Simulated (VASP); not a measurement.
**Li$_{2}$S in VASP 6.6.1, single-point calculation**

INCAR

```
ISIF = 2
PREC = Low
ISMEAR = 0
NELM = 120
LASPH = .TRUE.
LWAVE = .FALSE.
ISYM = -1
LCHARG = .FALSE.
IBRION = -1
GGA = PE
ENCUT = 520
EDIFF = 1E-7
NSW = 0
NBANDS = 13
LREAL = .FALSE.
SIGMA = 0.1
```

KPOINTS

```
KPOINTS created by Atomic Simulation Environment
0
Gamma
4 4 4
0 0 0
```

POSCAR

```
S  Li
 1.0000000000000000
     0.0000000000000000    2.8452942153806053    2.8452942153806053
     2.8452942153806053    0.0000000000000000    2.8452942153806053
     2.8452942153806053    2.8452942153806053    0.0000000000000000
 S   Li
   1   2
Cartesian
 -0.0000000000000000  0.0000000000000000  0.0000000000000000
  1.4226471076903027  1.4226471076903027  1.4226471076903027
  4.2679413230709082  4.2679413230709082  4.2679413230709082
```

The recommended PBE PAW datasets give the neutral cell 12 valence electrons.

Command

```
mpirun -np 1 vasp_std
```

OSZICAR

```
N       E                     dE             d eps       ncg     rms          rms(c)
DAV:   1     0.452389606890E+02    0.45239E+02   -0.52639E+03  1664   0.898E+02
DAV:   2    -0.487477595844E+01   -0.50114E+02   -0.47724E+02  2065   0.191E+02
DAV:   3    -0.121532019517E+02   -0.72784E+01   -0.72274E+01  3254   0.467E+01
DAV:   4    -0.122867579251E+02   -0.13356E+00   -0.13353E+00  2249   0.929E+00
DAV:   5    -0.122893930939E+02   -0.26352E-02   -0.26350E-02  2628   0.977E-01    0.388E+00
DAV:   6    -0.119937714235E+02    0.29562E+00   -0.50732E-01  1923   0.285E+00    0.291E+00
DAV:   7    -0.119784982421E+02    0.15273E-01   -0.14139E-01  2507   0.167E+00    0.185E+00
DAV:   8    -0.119896573699E+02   -0.11159E-01   -0.28012E-02  2139   0.929E-01    0.881E-01
DAV:   9    -0.119889352395E+02    0.72213E-03   -0.99288E-04  2290   0.177E-01    0.488E-01
DAV:  10    -0.119891850950E+02   -0.24986E-03   -0.14217E-03  1924   0.184E-01    0.299E-01
DAV:  11    -0.119891555803E+02    0.29515E-04   -0.10003E-04  2374   0.630E-02    0.928E-02
DAV:  12    -0.119891568762E+02   -0.12959E-05   -0.37495E-06  2104   0.135E-02    0.535E-02
DAV:  13    -0.119891588638E+02   -0.19876E-05   -0.77595E-06  2110   0.139E-02    0.339E-03
DAV:  14    -0.119891588662E+02   -0.23834E-08   -0.32247E-07  2467   0.492E-03
   1 F= -.11989159E+02 E0= -.11989159E+02  d E =-.438047E-13
```

From OUTCAR

```
k-points           NKPTS =     64   k-points in BZ     NKDIM =     64   number of bands    NBANDS=     13

   NELECT =      12.0000    total number of electrons

   dimension x,y,z NGX =    24 NGY =   24 NGZ =   24
   dimension x,y,z NGXF=    24 NGYF=   24 NGZF=   24

  energy-cutoff  :      520.00
  volume of cell :       46.07
      direct lattice vectors                 reciprocal lattice vectors
     0.000000000  2.845294215  2.845294215    -0.175728751  0.175728751  0.175728751
     2.845294215  0.000000000  2.845294215     0.175728751 -0.175728751  0.175728751
     2.845294215  2.845294215  0.000000000     0.175728751  0.175728751 -0.175728751

 k-points in reciprocal lattice and weights: KPOINTS created by Atomic Simulation Env
   0.00000000  0.00000000  0.00000000       0.016
   0.25000000  0.00000000  0.00000000       0.016
   0.50000000  0.00000000  0.00000000       0.016
  -0.25000000  0.00000000  0.00000000       0.016
   0.00000000  0.25000000  0.00000000       0.016
   0.25000000  0.25000000  0.00000000       0.016
   0.50000000  0.25000000  0.00000000       0.016
  -0.25000000  0.25000000  0.00000000       0.016
   ...

 E-fermi :   1.9933

 k-point     1 :       0.0000    0.0000    0.0000
  band No.  band energies     occupation
      1     -42.6903      2.00000
      2     -42.6469      2.00000
      3      -9.5368      2.00000
      4       1.4949      2.00000
      5       1.4951      2.00000
      6       1.4951      2.00000
      7       5.7911      0.00000
      8       7.7203      0.00000
      9       7.7203      0.00000
     10       7.7206      0.00000
     11      12.6825      0.00000
     12      12.6825      0.00000
     13      13.9392      0.00000

 k-point     2 :       0.2500    0.0000    0.0000
  band No.  band energies     occupation
      1     -42.6835      2.00000
      2     -42.6529      2.00000
      3      -9.3338      2.00000
      4      -0.1967      2.00000
      5       1.2150      2.00000
      6       1.2151      2.00000
      7       6.8883      0.00000
      8       8.2838      0.00000
      9       8.2840      0.00000
     10       8.9273      0.00000
     11      11.3505      0.00000
     12      11.3524      0.00000
     13      14.5286      0.00000

 k-point     3 :       0.5000    0.0000    0.0000
  band No.  band energies     occupation
      1     -42.6678      2.00000
      2     -42.6677      2.00000
      3      -9.1015      2.00000
      4      -1.3904      2.00000
      5       0.9844      2.00000
      6       0.9845      2.00000
      7       7.6231      0.00000
      8       8.0686      0.00000
      9       8.0688      0.00000
     10       9.9300      0.00000
     11      14.3179      0.00000
     12      14.3221      0.00000
     13      14.5484      0.00000

 k-point     4 :      -0.2500    0.0000    0.0000
  band No.  band energies     occupation
      1     -42.6835      2.00000
      2     -42.6529      2.00000
      3      -9.3338      2.00000
      4      -0.1967      2.00000
      5       1.2150      2.00000
      6       1.2151      2.00000
      7       6.8883      0.00000
      8       8.2838      0.00000
      9       8.2840      0.00000
     10       8.9273      0.00000
     11      11.3505      0.00000
     12      11.3524      0.00000
     13      14.5286      0.00000

 ...

  Total        0.0823937      0.0823928      0.0823895      0.0044494      0.0044478      0.0044486
  in kB        2.8654513      2.8654201      2.8653054      0.1547380      0.1546832      0.1547132
  external PRESSURE =       2.8653923 kB  Pullay stress =       0.0000000 kB

 POSITION                                       TOTAL-FORCE (eV/Angst)
 -----------------------------------------------------------------------------------
      0.00000      0.00000      0.00000         0.000001      0.000001      0.000000
      1.42265      1.42265      1.42265        -0.000365     -0.000365     -0.000356
      4.26794      4.26794      4.26794         0.000363      0.000364      0.000356
 -----------------------------------------------------------------------------------
    total drift:                                0.000000      0.000002     -0.000001

  FREE ENERGIE OF THE ION-ELECTRON SYSTEM (eV)
  ---------------------------------------------------
  free  energy   TOTEN  =       -11.9891588662 eV

  energy  without entropy=      -11.9891588662  energy(sigma->0) =      -11.98915887
```

It converged. Results: gap between bands v and c on the k mesh 3.39 eV; least direct gap on the k mesh 4.30 eV; pressure 0.3 GPa. Band v is the last that the valence electrons fill when counted band by band, and c is the next.

For comparison, a separate PBE run of the intended cell, on usual settings and not on those above, gives a gap of 3.39 eV on its mesh and a pressure of 0.2 GPa.

The run above took about 15 s on one core of a shared host (Intel Xeon Platinum 8488C) and held 0.13 GiB at most.
